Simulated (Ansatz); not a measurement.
CsCl (CsCl type)

```xyz
4
Lattice="8.4118 0.0000 0.0000 0.0000 4.2059 0.0000 0.0000 0.0000 4.2059" Properties=species:S:1:pos:R:3 pbc="T T T"
Cs     0.0000     0.0000     0.0000
Cs     4.2059     0.0000     0.0000
Cl     2.1029     2.1029     2.1029
Cl     6.3088     2.1029     2.1029
```

A phonon eigenvector at X = (0.5, 0.0, 0.0) is frozen into this cell: atom i moves by Q times the vector below, so Q is the largest atomic displacement, in Å. The cell is held. It is one choice among 2 degenerate patterns. (q is in reciprocal vectors of the primitive cell; the cell shown is doubled to hold the pattern.)

```json
[
 {"atom": "Cl3", "x": "0.000", "y": "0.000", "z": "1.000"},
 {"atom": "Cl4", "x": "0.000", "y": "0.000", "z": "-1.000"}
]
```

Atoms not listed stay in place.

Calculation: PBE (plane waves to 420 eV, PAW, scalar-relativistic; Ansatz, a quantum-chemistry and plane-wave program). k mesh 4×8×8 (Γ-centred), Fermi-Dirac smearing 0.05 eV. E stands for the smeared free energy. CsCl was relaxed with its symmetry unable to fall. ΔE is measured from the undisplaced structure.

```tsv
Q (Å)	ΔE (meV/cell)
-0.180	21.0
-0.150	14.5
-0.120	9.3
-0.090	withheld
-0.060	2.3
-0.030	0.6
0.000	0.0
0.030	0.6
0.060	2.3
0.090	withheld
0.120	9.3
0.150	14.5
0.180	21.0
```

**Question.** Fit an even polynomial form (powers 2, 4) to the given rows and predict ΔE at Q = -0.090.

**Answer.** Least squares on the 11 given rows: ΔE = (640.9)·Q² + (215.6)·Q⁴, in meV/cell with Q in Å; root-mean-square residual 0.02 meV/cell. At -0.090 the fit gives 5.2 meV/cell; the calculation gives 5.2 meV/cell, the same to the digits shown. The quadratic term alone would give 5.2 meV/cell.

(For displaced atoms, the force is minus the slope of the energy, and its curvature is a force constant, which sets phonon frequencies.)
